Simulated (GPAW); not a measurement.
Zn:

```xyz
2
Lattice="2.6700 0.0000 0.0000 -1.3350 2.3123 0.0000 0.0000 0.0000 4.9660" Properties=species:S:1:pos:R:3 pbc="T T T"
Zn    1.3350    0.7708    3.7245
Zn    0.0000    1.5415    1.2415
```

* Program: GPAW 26.7.0
* Task: relaxation of cell and atoms
* Functional: PBEsol
* Potentials or basis: PAW data sets generated in the run's folder for this functional
* Cutoff: 600 eV
* Basis: pw
* k mesh: 8 × 8 × 4
* Occupations: fermi-dirac, width 0.05 eV
* Spin: no spin polarisation

At the start: pressure -5.7 GPa; volume 15.33 Å³/atom.

Question: Where does the relaxation end?

Answer: Over 10 steps the energy falls by 53.6 meV/atom and the volume is 13.92 Å³/atom (-9.2 %); space group P6_3/mmc (No. 194, to 0.05 Å).

Step by step:
```csv
step,energy change (eV),largest force (eV/Å),pressure (GPa),volume (Å³)
1,0.0000,0.0001,-5.70,30.66
2,-0.0125,0.0000,-5.01,30.30
3,-0.0547,0.0000,2.27,27.63
4,-0.0590,0.0000,0.63,28.07
5,-0.0630,0.0000,-0.03,28.22
6,-0.0753,0.0000,-1.10,28.26
7,-0.1048,0.0000,1.54,27.42
8,-0.1068,0.0000,-0.10,27.87
9,-0.1072,0.0000,-0.14,27.88
10,-0.1072,0.0000,0.02,27.83
```

Final structure:
```cif
data_structure
_symmetry_space_group_name_H-M 'P 1'
_symmetry_Int_Tables_number 1
_cell_length_a 2.6832
_cell_length_b 2.6832
_cell_length_c 4.4640
_cell_angle_alpha 90.000
_cell_angle_beta 90.000
_cell_angle_gamma 120.000
_cell_volume 27.83
loop_
_atom_site_label
_atom_site_type_symbol
_atom_site_fract_x
_atom_site_fract_y
_atom_site_fract_z
_atom_site_occupancy
Zn1 Zn 0.66667 0.33333 0.75000 1
Zn2 Zn 0.33333 0.66667 0.25000 1
```

Caveat: later steps reuse the first step's grids.
